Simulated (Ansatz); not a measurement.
## Au: all-electron results

```
Au
1.0
     2.90000    0.00000    0.00000
    -1.45000    2.51147    0.00000
     0.00000    0.00000    4.88000
Au
2
Direct
  0.33333 0.66667 0.75000
  0.66667 0.33333 0.25000
```

Atoms are numbered in the order listed.

The cell is COD entry 1545302, as deposited and not checked against the literature; nothing was relaxed.

Spin–orbit coupling is left out, though it moves levels of the heavy atoms by tenths of an eV or more.

Method: DFT, PBE, all-electron LAPW, scalar-relativistic (Ansatz 0.2.0).

Sampling and basis: a Γ-centred 14×14×8 k mesh, Fermi–Dirac smearing of 0.03 eV, basis error target 0.5 meV/atom, no spin polarisation.

```
Pressure at this cell                             : 1.98 GPa
Band gap                                          : none: bands cross the Fermi level, a metal
Stress xx, yy, zz (compression positive)          : 2.20, 2.20, 1.54 GPa
Density of states at the Fermi level (0.2 eV bin) : 0.69 states/eV per cell
Volume per atom                                   : 119.9 bohr³
```
